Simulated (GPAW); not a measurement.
# Ta (Im-3m) in GPAW: a series of runs

The runs below take Ta through single point, with PBE, LDA.

Program: GPAW 26.7.0. These are calculated values, not measurements. Logs are shortened: lines on timing, memory, paths and dates and some standing lists are left out, and cuts for length are marked. The log counts tension as positive stress, the text compression.

## (1) The crystal as given

The structure is cubic, space group Im-3m (No. 229). The conventional cell has a = 3.303 Å, b = 3.303 Å, c = 3.303 Å, α = 90.00°, β = 90.00°, γ = 90.00°. Around Ta (site symmetry m-3m) lie 8 Ta at 2.86 Å.

## (2) Single point, PBE

The input, run.py:

```python
from ase.dft.bandgap import bandgap
from ase.io import read, write
from ase.units import GPa
from gpaw import GPAW, PW

atoms = read('POSCAR')

calc = GPAW(mode=PW(600),
            xc='PBE',
            kpts={'size': (11, 11, 11), 'gamma': True},
            occupations={'name': 'methfessel-paxton', 'order': 0, 'width': 0.028000000000000004},
            nbands=15,
            convergence={'density': 1e-05, 'energy': 1e-05},
            maxiter=150,
            txt='gpaw.txt')
atoms.calc = calc
energy = atoms.get_potential_energy()
forces = atoms.get_forces()
stress = atoms.get_stress()
calc.write('gs.gpw')
write('result.traj', atoms)
print(f'Energy: {energy:.6f} eV')
print('Forces (eV/A):')
print(forces.round(4))
print('Stress (GPa):', (stress / GPa).round(3))
print('Fermi level:', round(calc.get_fermi_level(), 4), 'eV')
print(f'Gap: {bandgap(calc)[0]:.4f} eV, direct: {bandgap(calc, direct=True)[0]:.4f} eV')
```

The input, POSCAR:

```
Ta
1.0
   -1.6512800000      1.6512800000      1.6512800000
    1.6512800000     -1.6512800000      1.6512800000
    1.6512800000      1.6512800000     -1.6512800000
Ta
1
Direct
    0.0000000000      0.0000000000      0.0000000000
```

Potentials or basis: GPAW PAW data sets (gpaw-data 1.2.1), pw.

On the command line:

```console
> OMP_NUM_THREADS=1 python run.py
```

gpaw.txt:

```text
__  _  _
 | _ |_)|_||  |
 |__||  | ||/\| - 26.7.0

Input parameters:
  mode=PW(ecut=600.0),
  convergence={'density': 1e-05, 'energy': 1e-05},
  kpts=MonkhorstPack(size=(11, 11, 11), gamma=True),
  maxiter=150,
  nbands=15,
  occupations=Occupations(name='methfessel-paxton', order=0, width=0.028000000000000004),
  xc=XC(name='PBE')

Diagonalizing LCAO Hamiltonian
Converting LCAO to pw mode

       Ta

Atoms  # Å, Bohr magnetons
|   | symbol |        x |        y |        z |    initial magnetic moments |
|---|--------|----------|----------|----------|-----------------------------|
| 0 |     Ta | 0.000000 | 0.000000 | 0.000000 | ( 0.0000,  0.0000,  0.0000) |

Unit cell  # Å
| periodic |         x |         y |         z |  lengths |     angles |
|----------|-----------|-----------|-----------|----------|------------|
|      yes | -1.651280 |  1.651280 |  1.651280 | 2.860101 | 109.471221 |
|      yes |  1.651280 | -1.651280 |  1.651280 | 2.860101 | 109.471221 |
|      yes |  1.651280 |  1.651280 | -1.651280 | 2.860101 | 109.471221 |

Number of symmetries: 48
Symmetry operations  # r_c * U_cc + t_c -> r_c
|    | kind |            matrix            |
|----|------|------------------------------|
|  0 |  σ   |  1, 1, 1,  0, 0,-1,  0,-1, 0 |
|  1 |  C4  |  1, 1, 1,  0, 0,-1, -1, 0, 0 |
|  2 |  C2  |  1, 1, 1,  0,-1, 0,  0, 0,-1 |
|  3 |  S6  |  1, 1, 1,  0,-1, 0, -1, 0, 0 |
|  4 |  S6  |  1, 1, 1, -1, 0, 0,  0, 0,-1 |
|  5 |  C4  |  1, 1, 1, -1, 0, 0,  0,-1, 0 |
|  6 |  E   |  1, 0, 0,  0, 1, 0,  0, 0, 1 |
|  7 |  σ   |  1, 0, 0,  0, 1, 0, -1,-1,-1 |
|  8 |  σ   |  1, 0, 0,  0, 0, 1,  0, 1, 0 |
|  9 |  C3  |  1, 0, 0,  0, 0, 1, -1,-1,-1 |
| 10 |  C3  |  1, 0, 0, -1,-1,-1,  0, 1, 0 |
| 11 |  σ   |  1, 0, 0, -1,-1,-1,  0, 0, 1 |
| 12 |  σ   |  0, 1, 0,  1, 0, 0,  0, 0, 1 |
| 13 |  C2  |  0, 1, 0,  1, 0, 0, -1,-1,-1 |
| 14 |  C3  |  0, 1, 0,  0, 0, 1,  1, 0, 0 |
| 15 |  S4  |  0, 1, 0,  0, 0, 1, -1,-1,-1 |
| 16 |  S4  |  0, 1, 0, -1,-1,-1,  1, 0, 0 |
| 17 |  C3  |  0, 1, 0, -1,-1,-1,  0, 0, 1 |
| 18 |  C3  |  0, 0, 1,  1, 0, 0,  0, 1, 0 |
| 19 |  S4  |  0, 0, 1,  1, 0, 0, -1,-1,-1 |
| 20 |  σ   |  0, 0, 1,  0, 1, 0,  1, 0, 0 |
| 21 |  C3  |  0, 0, 1,  0, 1, 0, -1,-1,-1 |
| 22 |  C2  |  0, 0, 1, -1,-1,-1,  1, 0, 0 |
| 23 |  S4  |  0, 0, 1, -1,-1,-1,  0, 1, 0 |
| 24 |  C4  |  0, 0,-1,  1, 1, 1,  0,-1, 0 |
| 25 |  σ   |  0, 0,-1,  1, 1, 1, -1, 0, 0 |
| 26 |  S6  |  0, 0,-1,  0,-1, 0,  1, 1, 1 |
| 27 |  C2  |  0, 0,-1,  0,-1, 0, -1, 0, 0 |
| 28 |  C4  |  0, 0,-1, -1, 0, 0,  1, 1, 1 |
| 29 |  S6  |  0, 0,-1, -1, 0, 0,  0,-1, 0 |
| 30 |  S6  |  0,-1, 0,  1, 1, 1,  0, 0,-1 |
| 31 |  C4  |  0,-1, 0,  1, 1, 1, -1, 0, 0 |
| 32 |  C4  |  0,-1, 0,  0, 0,-1,  1, 1, 1 |
| 33 |  S6  |  0,-1, 0,  0, 0,-1, -1, 0, 0 |
| 34 |  σ   |  0,-1, 0, -1, 0, 0,  1, 1, 1 |
| 35 |  C2  |  0,-1, 0, -1, 0, 0,  0, 0,-1 |
| 36 |  C2  | -1, 0, 0,  1, 1, 1,  0, 0,-1 |
| 37 |  S6  | -1, 0, 0,  1, 1, 1,  0,-1, 0 |
| 38 |  S6  | -1, 0, 0,  0, 0,-1,  1, 1, 1 |
| 39 |  C2  | -1, 0, 0,  0, 0,-1,  0,-1, 0 |
| 40 |  C2  | -1, 0, 0,  0,-1, 0,  1, 1, 1 |
| 41 |  i   | -1, 0, 0,  0,-1, 0,  0, 0,-1 |
| 42 |  S4  | -1,-1,-1,  1, 0, 0,  0, 1, 0 |
| 43 |  C3  | -1,-1,-1,  1, 0, 0,  0, 0, 1 |
| 44 |  C3  | -1,-1,-1,  0, 1, 0,  1, 0, 0 |
| 45 |  σ   | -1,-1,-1,  0, 1, 0,  0, 0, 1 |
| 46 |  S4  | -1,-1,-1,  0, 0, 1,  1, 0, 0 |
| 47 |  C2  | -1,-1,-1,  0, 0, 1,  0, 1, 0 |

BZ-sampling:
  Number of BZ points: 1331
  Number of IBZ points: 56

  Monkhorst-Pack size: [11, 11, 11]
  Monkhorst-Pack shift: [0, 0, 0]

K-points  # in reciprocal-cell coordinates
|     |                                coordinates |     weight |
|-----|--------------------------------------------|------------|
|   0 | (  0.00000000,   0.00000000,   0.00000000) | 0.00075131 |
|   1 | (  0.09090909,   0.00000000,   0.00000000) | 0.00901578 |
|   2 | (  0.09090909,   0.09090909,  -0.09090909) | 0.00450789 |
|   3 | (  0.18181818,   0.00000000,  -0.09090909) | 0.01803156 |
|   4 | (  0.18181818,   0.00000000,   0.00000000) | 0.00901578 |
|   5 | (  0.18181818,   0.09090909,  -0.09090909) | 0.01803156 |
|   6 | (  0.18181818,   0.18181818,  -0.18181818) | 0.00450789 |
|   7 | (  0.27272727,  -0.09090909,  -0.09090909) | 0.00601052 |
|   8 | (  0.27272727,   0.00000000,  -0.09090909) | 0.03606311 |
|   9 | (  0.27272727,   0.00000000,   0.00000000) | 0.00901578 |
| ... |                                            |            |
|  55 | (  0.45454545,   0.45454545,   0.45454545) | 0.00601052 |

Plane wave coefficients: 615
Cutoff: 600.0 eV

Spin-components: 1 (collinear spins)
Bands:           15
Projectors:      6
Spin-degeneracy: 2
Datatype:        complex128

Parallelization:
  kpt:    1
  domain: 1
  band:   1

Density:
  Valence electrons: 13.0
  Components: 1
  Grid points: [18 18 18]
  Charge: 0.0  # |e|

Potential:
  Grid points: [18 18 18]

species:
  Ta:
    name:    Tantalum
    Z:       73.0
    valence: 13
    core:    60
    charge:  0.0  # [|e|]
    compensation charges:
      type: gauss
      rc: 0.42  # [Å]
      lmax: 2
    cutoffs:
      filter: 2.36  # [Å]
      core: 3.45  # [Å]
    projectors
    | kind |    occ | energy [eV] | rcut [Å] |
    |------|--------|-------------|----------|
    |   5s |  2.000 |     -72.790 |    1.365 |
    |   6s |  2.000 |      -5.429 |    1.365 |
    |   5p |  6.000 |     -39.427 |    1.349 |
    |   6p |  0.000 |      -1.396 |    1.349 |
    |   5d |  3.000 |      -3.603 |    1.307 |
    |    d |        |      23.609 |    1.307 |

    Using partial waves for Ta as LCAO basis

Reference energy: -424172.441401  # eV

eigensolver:
  PPCG
  Converge bands: occupied
  niter=2

density mixing:
  MSR1-Mixer
  Pratt-step length: 0.05
  Maximum mixing coefficient: 0.75
  Old densities: 10
  SVD Regularization: 0.005
  Good broyden scale: 1.0
  Trust region scale: 1.0
  Backstep threshold: 4.0
  History deletion threshold: 6.0
  Fourier metric: weight=20.0, sigma=0.015

occupation numbers:
  Methfessel-Paxton:
    width: 0.0280  # eV
    order: 0

poisson solver:
  ecut: 4800.0  # eV

xc functional:
  name: PBE with 2 nearest neighbor stencil

convergence criteria:
- Maximum integral of absolute [dens]ity change: 1e-05 electrons / valence electron
- Maximum [total energy] change in last 3 cyles: 1e-05 eV / valence electron
- Maximum integral of absolute [eigenst]ate change: 4e-08 eV^2 / valence electron
maximum number of iterations: 150

SCF iterations
|iter     | |      energy | eigst |  dens |
|---------|-|-------------|-------|-------|
|iter:   1| |  -10.011712 | -0.12 |       |
|iter:   2| |   -9.986096 | -3.17 | -1.29 |
|iter:   3| |   -9.864751 | -2.07 | -1.32 |
|iter:   4| |   -9.869919 | -3.52 | -2.01 |
|iter:   5| |   -9.871627 | -4.35 | -2.37 |
|iter:   6| |   -9.871627 | -7.29 | -3.86 |
|iter:   7| |   -9.871627c| -7.67c| -4.26 |
|iter:   8| |   -9.871627c| -9.65c| -5.44c|

Converged in 8 steps
Energy contributions relative to reference atoms: (reference = -424172.441401)

Energy contributions:
  Kinetic:           8.090192
  Coulomb:          -8.503505
  Zero:             -0.251510
  External:          0.000000
  Xc:               -9.206739
  Entropy:          -0.000129
  Spinorbit:         0.000000
  ----------------------------
  Free energy:      -9.871692
  Extrapolated:     -9.871627

dipole moment: (-5.931421, -5.931421, -5.931421)  # |e|*Ang

Fermi level: 11.788
Eigenvalues  # (at kpt = [0.000, 0.000, 0.000])
| band index |      eig [eV] | occ [0-2] |
|------------|---------------|-----------|
|          0 |       -55.131 |     2.000 |
|          1 |       -21.281 |     2.000 |
|          2 |       -21.281 |     2.000 |
|          3 |       -21.281 |     2.000 |
|          4 |         3.948 |     2.000 |
|          5 |        12.559 |     0.000 |
|          6 |        12.559 |     0.000 |
|          7 |        12.559 |     0.000 |
|          8 |        15.800 |     0.000 |
|          9 |        15.800 |     0.000 |
|         10 |        26.663 |     0.000 |
|         11 |        26.663 |     0.000 |
|         12 |        26.663 |     0.000 |
|        ... |               |           |
|         14 |        37.752 |     0.000 |

No gap
No difference between direct/indirect transitions

Forces  # eV/Ang
|        x |       y |        z |
|----------|---------|----------|
| -0.00000 | 0.00000 | -0.00000 |  # Ta   0

Stress tensor  # eV/Ang^3
|         x |         y |         z |
|-----------|-----------|-----------|
| -0.014599 | -0.000000 |  0.000000 |
| -0.000000 | -0.014599 |  0.000000 |
|  0.000000 |  0.000000 | -0.014599 |

# Writing to gs.gpw (mode='')
```

Run time: 12 s. Hardware: 1 thread of Arm Neoverse V1, shared host; peak memory 0.14 GiB.

Results:

```
Free energy            : -9.8717 eV
Pressure               : 2.3 GPa
Band gap on the k mesh : none (metal or under the smearing width)
```

Levels at points of the mesh, in eV from the Fermi level:
| k point | band 3 | band 4 | band 5 | band 6 | band 7 | band 8 | band 9 | band 10 |
| --- | --- | --- | --- | --- | --- | --- | --- | --- |
| (0.00, 0.00, 0.00) | -33.07 | -33.07 | -7.84 | 0.77 | 0.77 | 0.77 | 4.01 | 4.01 |

## (3) Single point, LDA

run.py: that of step 2 with these lines changed.

```diff
@@ -1,3 +1,4 @@
+from ase import Atoms
 from ase.dft.bandgap import bandgap
-from ase.io import read, write
+from ase.io import write
 from ase.units import GPa
@@ -5,8 +6,13 @@
 
-atoms = read('POSCAR')
+atoms = Atoms(['Ta'],
+              cell=[[-1.65128, 1.65128, 1.65128],
+                    [1.65128, -1.65128, 1.65128],
+                    [1.65128, 1.65128, -1.65128]],
+              scaled_positions=[[0.0, 0.0, 0.0]],
+              pbc=True)
 
 calc = GPAW(mode=PW(600),
-            xc='PBE',
+            xc='LDA',
             kpts={'size': (11, 11, 11), 'gamma': True},
-            occupations={'name': 'methfessel-paxton', 'order': 0, 'width': 0.028000000000000004},
+            occupations={'name': 'methfessel-paxton', 'order': 0, 'width': 0.05},
             nbands=15,
```

Potentials or basis: the program's PAW data sets (release 1.2.1) made for this functional, pw.

On the command line:

```console
> OMP_NUM_THREADS=1 python run.py
```

gpaw.txt:

```text
__  _  _
 | _ |_)|_||  |
 |__||  | ||/\| - 26.7.0

Input parameters:
  mode=PW(ecut=600.0),
  convergence={'density': 1e-05, 'energy': 1e-05},
  kpts=MonkhorstPack(size=(11, 11, 11), gamma=True),
  maxiter=150,
  nbands=15,
  occupations=Occupations(name='methfessel-paxton', order=0, width=0.05),
  xc=XC(name='LDA')

Diagonalizing LCAO Hamiltonian
Converting LCAO to pw mode

       Ta

Atoms  # Å, Bohr magnetons
|   | symbol |        x |        y |        z |    initial magnetic moments |
|---|--------|----------|----------|----------|-----------------------------|
| 0 |     Ta | 0.000000 | 0.000000 | 0.000000 | ( 0.0000,  0.0000,  0.0000) |

Unit cell  # Å
| periodic |         x |         y |         z |  lengths |     angles |
|----------|-----------|-----------|-----------|----------|------------|
|      yes | -1.651280 |  1.651280 |  1.651280 | 2.860101 | 109.471221 |
|      yes |  1.651280 | -1.651280 |  1.651280 | 2.860101 | 109.471221 |
|      yes |  1.651280 |  1.651280 | -1.651280 | 2.860101 | 109.471221 |

Number of symmetries: 48
Symmetry operations  # r_c * U_cc + t_c -> r_c
|    | kind |            matrix            |
|----|------|------------------------------|
|  0 |  σ   |  1, 1, 1,  0, 0,-1,  0,-1, 0 |
|  1 |  C4  |  1, 1, 1,  0, 0,-1, -1, 0, 0 |
|  2 |  C2  |  1, 1, 1,  0,-1, 0,  0, 0,-1 |
|  3 |  S6  |  1, 1, 1,  0,-1, 0, -1, 0, 0 |
|  4 |  S6  |  1, 1, 1, -1, 0, 0,  0, 0,-1 |
|  5 |  C4  |  1, 1, 1, -1, 0, 0,  0,-1, 0 |
|  6 |  E   |  1, 0, 0,  0, 1, 0,  0, 0, 1 |
|  7 |  σ   |  1, 0, 0,  0, 1, 0, -1,-1,-1 |
|  8 |  σ   |  1, 0, 0,  0, 0, 1,  0, 1, 0 |
|  9 |  C3  |  1, 0, 0,  0, 0, 1, -1,-1,-1 |
| 10 |  C3  |  1, 0, 0, -1,-1,-1,  0, 1, 0 |
| 11 |  σ   |  1, 0, 0, -1,-1,-1,  0, 0, 1 |
[... 144 lines left out ...]

SCF iterations
|iter     | |      energy | eigst |  dens |
|---------|-|-------------|-------|-------|
|iter:   1| |  -11.081158 | -0.11 |       |
|iter:   2| |  -11.054264 | -3.13 | -1.31 |
|iter:   3| |  -10.921556 | -2.08 | -1.35 |
|iter:   4| |  -10.924102 | -3.59 | -2.02 |
|iter:   5| |  -10.925265 | -4.77 | -2.40 |
|iter:   6| |  -10.925264 | -7.38 | -3.91 |
|iter:   7| |  -10.925265c| -8.21c| -4.28 |
|iter:   8| |  -10.925265c| -9.51c| -5.61c|

Converged in 8 steps
Energy contributions relative to reference atoms: (reference = -423922.319582)

Energy contributions:
  Kinetic:           4.517242
  Coulomb:          -5.181856
  Zero:             -0.279404
  External:          0.000000
  Xc:               -9.981143
  Entropy:          -0.000208
  Spinorbit:         0.000000
  ----------------------------
  Free energy:     -10.925368
  Extrapolated:    -10.925265

dipole moment: (-5.948883, -5.948883, -5.948883)  # |e|*Ang

Fermi level: 11.443
Eigenvalues  # (at kpt = [0.000, 0.000, 0.000])
| band index |      eig [eV] | occ [0-2] |
|------------|---------------|-----------|
|          0 |       -55.469 |     2.000 |
|          1 |       -21.607 |     2.000 |
|          2 |       -21.607 |     2.000 |
|          3 |       -21.607 |     2.000 |
|          4 |         3.635 |     2.000 |
|          5 |        12.151 |     0.000 |
|          6 |        12.151 |     0.000 |
|          7 |        12.151 |     0.000 |
|          8 |        15.381 |     0.000 |
|          9 |        15.381 |     0.000 |
|         10 |        26.404 |     0.000 |
|         11 |        26.404 |     0.000 |
|         12 |        26.404 |     0.000 |
|        ... |               |           |
|         14 |        37.589 |     0.000 |

No gap
No difference between direct/indirect transitions

Forces  # eV/Ang
|        x |        y |       z |
|----------|----------|---------|
| -0.00000 | -0.00000 | 0.00000 |  # Ta   0

Stress tensor  # eV/Ang^3
|         x |         y |         z |
|-----------|-----------|-----------|
|  0.060145 |  0.000000 | -0.000000 |
|  0.000000 |  0.060145 | -0.000000 |
| -0.000000 | -0.000000 |  0.060145 |

# Writing to gs.gpw (mode='')
```

It took 12 s on 1 thread of Arm Neoverse V1, shared host; peak memory 0.14 GiB.

What came out:

```
Free energy            : -10.9254 eV
Pressure               : -9.6 GPa
Band gap on the k mesh : none (metal or under the smearing width)
```

Levels at points of the mesh, in eV from the Fermi level:
```
           k point  band 4  band 5  band 6  band 7  band 8  band 9
(0.00, 0.00, 0.00)  -33.05   -7.81    0.71    0.71    0.71    3.94
```

Spin-orbit coupling is left out, which matters for the levels of Ta.

## (4) Single point, PBE

run.py: that of step 3 with these lines changed.

```diff
@@ -14,3 +14,3 @@
 calc = GPAW(mode=PW(600),
-            xc='LDA',
+            xc='PBE',
             kpts={'size': (11, 11, 11), 'gamma': True},
```

Potentials or basis: GPAW PAW data sets (gpaw-data 1.2.1), pw.

On the command line:

```console
> OMP_NUM_THREADS=1 python run.py
```

Wall time 12 s (1 thread of Arm Neoverse V1, shared host); peak memory 0.14 GiB.

The run converged. Its results:

```
Free energy            : -9.8719 eV
Pressure               : 2.5 GPa
Band gap on the k mesh : none (metal or under the smearing width)
```

Levels at points of the mesh, in eV from the Fermi level:
```
           k point  band 2  band 3  band 4  band 5  band 6  band 7  band 8  band 9  band 10  band 11
(0.00, 0.00, 0.00)  -33.08  -33.08  -33.08   -7.85    0.76    0.76    0.76    4.00     4.00    14.87
```

The run has no spin-orbit coupling, so splittings on Ta are missing.

## (5) Summary

| level | potentials or basis | smearing | gap on the mesh (eV) | pressure (GPa) |
| --- | --- | --- | --- | --- |
| PBE | GPAW PAW data sets (gpaw-data 1.2.1), pw | gaussian 0.028 eV | none | 2.3 |
| LDA | the program's PAW data sets (release 1.2.1) made for this functional, pw | gaussian 0.05 eV | none | -9.6 |
| PBE | GPAW PAW data sets (gpaw-data 1.2.1), pw | gaussian 0.05 eV | none | 2.5 |

Alike in all rows: task single point; no spin polarisation; cell as given; k mesh 11 × 11 × 11; cutoff (eV) 600.

Absolute energies hang on the potentials; compare differences alone.
